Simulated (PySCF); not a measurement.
# C7H6O: calculation and literature

Molfile (atoms numbered from 1):
```
C7H6O
     RDKit          3D

 14 14  0  0  0  0  0  0  0  0999 V2000
    2.8386   -1.4484   -0.1452 O   0  0  0  0  0  0  0  0  0  0  0  0
    2.2937   -0.3800   -0.2573 C   0  0  0  0  0  0  0  0  0  0  0  0
    0.8552   -0.1385   -0.0971 C   0  0  0  0  0  0  0  0  0  0  0  0
    0.3305    1.1441   -0.2522 C   0  0  0  0  0  0  0  0  0  0  0  0
   -1.0258    1.3594   -0.0998 C   0  0  0  0  0  0  0  0  0  0  0  0
   -1.8664    0.3003    0.2082 C   0  0  0  0  0  0  0  0  0  0  0  0
   -1.3521   -0.9782    0.3640 C   0  0  0  0  0  0  0  0  0  0  0  0
    0.0023   -1.1992    0.2127 C   0  0  0  0  0  0  0  0  0  0  0  0
    2.8740    0.5336   -0.5019 H   0  0  0  0  0  0  0  0  0  0  0  0
    0.9916    1.9649   -0.4922 H   0  0  0  0  0  0  0  0  0  0  0  0
   -1.4327    2.3524   -0.2201 H   0  0  0  0  0  0  0  0  0  0  0  0
   -2.9259    0.4726    0.3265 H   0  0  0  0  0  0  0  0  0  0  0  0
   -2.0117   -1.7987    0.6034 H   0  0  0  0  0  0  0  0  0  0  0  0
    0.4281   -2.1848    0.3288 H   0  0  0  0  0  0  0  0  0  0  0  0
  1  2  2  0
  2  3  1  0
  3  4  2  0
  4  5  1  0
  5  6  2  0
  6  7  1  0
  7  8  2  0
  8  3  1  0
  2  9  1  0
  4 10  1  0
  5 11  1  0
  6 12  1  0
  7 13  1  0
  8 14  1  0
M  END
```

What is known from experiment: δ $^{13}$C C2 193.1; C3 136.2; C6 134.5; C4/C8 129.4; C5/C7 129.1; δ $^{1}$H H9 10.02; H10/H14 7.92; H12 7.72; H11/H13 7.64 ppm (measured; solution, DMSO-d6, 298 K; Fulmer et al., Organometallics 2010, 29, 2176).
δ $^{13}$C C2 192.9; C3 137.7; C6 135.1; C4/C8 130.2; C5/C7 129.9; δ $^{1}$H H9 10.05; H10/H14 7.93; H12 7.71; H11/H13 7.61 ppm (measured; solution, acetone-d6, 298 K; Fulmer et al., Organometallics 2010, 29, 2176).
δ $^{13}$C C2 193.6; C3 137.6; C6 135.4; C4/C8 130.4; C5/C7 130.1; δ $^{1}$H H9 10.01; H10/H14 7.90; H12 7.69; H11/H13 7.59 ppm (measured; solution, CD3CN, 298 K; Fulmer et al., Organometallics 2010, 29, 2176).
δ $^{13}$C C2 192.7; C3 136.6; C6 134.6; C4/C8 129.9; C5/C7 129.2; δ $^{1}$H H9 10.03; H10/H14 7.89; H12 7.63; H11/H13 7.54 ppm (measured; solution, CDCl3, 298 K; Fulmer et al., Organometallics 2010, 29, 2176).
δ $^{13}$C C2 191.2; C3 136.8; C6 134.0; C4/C8 129.5; C5/C7 128.9 ppm (measured; solution, C6D5Cl, 298 K; Fulmer et al., Organometallics 2010, 29, 2176).
δ $^{1}$H H10/H14 7.80; H12 7.54; H11/H13 7.45 ppm (measured; solution, CCl4, 309 K; Shapiro, Mohrmann, J. Phys. Chem. Ref. Data 1977, 6, 919).

Fast rotation and ring inversion assumed for equivalent nuclei, one conformer, gas phase, non-relativistic. Coordinates at the GFN2-xTB level; shielding tensors at PBE0/pcSseg-1 (GIAO); PySCF 2.14.

(1) How close does the calculation come?

(2) How far are the unscaled $^{13}$C shifts from the references?

(3) How far are the unscaled $^{1}$H shifts from the references?

Answers

(1) 
Reference values: measured (solution, DMSO-d6, 298 K; Fulmer et al., Organometallics 2010, 29, 2176).
```
  atoms    quantity  reference  computed  computed, scaled
     C2  δ $^{13}$C      193.1     196.0             188.8
     C3  δ $^{13}$C      136.2     140.8             135.0
     C6  δ $^{13}$C      134.5     140.3             134.5
  C4/C8  δ $^{13}$C      129.4     137.0             131.3
  C5/C7  δ $^{13}$C      129.1     134.3             128.7
     H9   δ $^{1}$H      10.02     10.21              9.72
H10/H14   δ $^{1}$H       7.92      8.25              7.88
    H12   δ $^{1}$H       7.72      7.90              7.54
H11/H13   δ $^{1}$H       7.64      7.86              7.51
```

Reference values: measured (solution, acetone-d6, 298 K; Fulmer et al., Organometallics 2010, 29, 2176).
```csv
atoms,quantity,reference,computed,"computed, scaled"
C2,δ $^{13}$C,192.9,196.0,188.8
C3,δ $^{13}$C,137.7,140.8,135.0
C6,δ $^{13}$C,135.1,140.3,134.5
C4/C8,δ $^{13}$C,130.2,137.0,131.3
C5/C7,δ $^{13}$C,129.9,134.3,128.7
H9,δ $^{1}$H,10.05,10.21,9.72
H10/H14,δ $^{1}$H,7.93,8.25,7.88
H12,δ $^{1}$H,7.71,7.90,7.54
H11/H13,δ $^{1}$H,7.61,7.86,7.51
```

Reference values: measured (solution, CD3CN, 298 K; Fulmer et al., Organometallics 2010, 29, 2176).
```json
{"atoms": "C2", "quantity": "δ $^{13}$C", "reference": "193.6", "computed": "196.0", "computed, scaled": "188.8"}
{"atoms": "C3", "quantity": "δ $^{13}$C", "reference": "137.6", "computed": "140.8", "computed, scaled": "135.0"}
{"atoms": "C6", "quantity": "δ $^{13}$C", "reference": "135.4", "computed": "140.3", "computed, scaled": "134.5"}
{"atoms": "C4/C8", "quantity": "δ $^{13}$C", "reference": "130.4", "computed": "137.0", "computed, scaled": "131.3"}
{"atoms": "C5/C7", "quantity": "δ $^{13}$C", "reference": "130.1", "computed": "134.3", "computed, scaled": "128.7"}
{"atoms": "H9", "quantity": "δ $^{1}$H", "reference": "10.01", "computed": "10.21", "computed, scaled": "9.72"}
{"atoms": "H10/H14", "quantity": "δ $^{1}$H", "reference": "7.90", "computed": "8.25", "computed, scaled": "7.88"}
{"atoms": "H12", "quantity": "δ $^{1}$H", "reference": "7.69", "computed": "7.90", "computed, scaled": "7.54"}
{"atoms": "H11/H13", "quantity": "δ $^{1}$H", "reference": "7.59", "computed": "7.86", "computed, scaled": "7.51"}
```

Reference values: measured (solution, CDCl3, 298 K; Fulmer et al., Organometallics 2010, 29, 2176).
| atoms | quantity | reference | computed | computed, scaled |
| --- | --- | --- | --- | --- |
| C2 | δ $^{13}$C | 192.7 | 196.0 | 188.8 |
| C3 | δ $^{13}$C | 136.6 | 140.8 | 135.0 |
| C6 | δ $^{13}$C | 134.6 | 140.3 | 134.5 |
| C4/C8 | δ $^{13}$C | 129.9 | 137.0 | 131.3 |
| C5/C7 | δ $^{13}$C | 129.2 | 134.3 | 128.7 |
| H9 | δ $^{1}$H | 10.03 | 10.21 | 9.72 |
| H10/H14 | δ $^{1}$H | 7.89 | 8.25 | 7.88 |
| H12 | δ $^{1}$H | 7.63 | 7.90 | 7.54 |
| H11/H13 | δ $^{1}$H | 7.54 | 7.86 | 7.51 |

Reference values: measured (solution, C6D5Cl, 298 K; Fulmer et al., Organometallics 2010, 29, 2176).
```tsv
atoms	quantity	reference	computed	computed, scaled
C2	δ $^{13}$C	191.2	196.0	188.8
C3	δ $^{13}$C	136.8	140.8	135.0
C6	δ $^{13}$C	134.0	140.3	134.5
C4/C8	δ $^{13}$C	129.5	137.0	131.3
C5/C7	δ $^{13}$C	128.9	134.3	128.7
```

Reference values: measured (solution, CCl4, 309 K; Shapiro, Mohrmann, J. Phys. Chem. Ref. Data 1977, 6, 919).
```csv
atoms,quantity,reference,computed,"computed, scaled"
H10/H14,δ $^{1}$H,7.80,8.25,7.88
H12,δ $^{1}$H,7.54,7.90,7.54
H11/H13,δ $^{1}$H,7.45,7.86,7.51
```

Computed shifts are σ(ref) − σ with the named reference compound (TMS for H and C) calculated as an isolated molecule at the same level. The measured values may be among those fitted. Empirical linear scaling, fitted to shifts measured mostly in CDCl3 for H and C (δ vs TMS): $^{1}$H: δ = 30.01 − 0.943σ (rms 0.17 ppm, 504 shifts, 0.18 ppm with the 4 outliers that the fit left out); $^{13}$C: δ = 179.97 − 0.974σ (rms 2.1 ppm, 958 shifts, 2.3 ppm with the 13 outliers that the fit left out). A few per cent of atoms miss by over 2 rms, more outside the fitted compound classes.

(2) Mean signed difference +4.94 ppm, mean absolute 4.94 ppm over 25 comparisons; the largest is +7.6 ppm at C4/C8 (aromatic CH).

(3) Mean signed difference +0.27 ppm, mean absolute 0.27 ppm over 19 comparisons; the largest is +0.45 ppm at H10/H14 (hydrogen on an aromatic CH).

44 of the 140 published NMR values on file for this molecule are compared. The rest: values from further sources, protons in aromatic solvents, values whose atom or origin is in doubt.
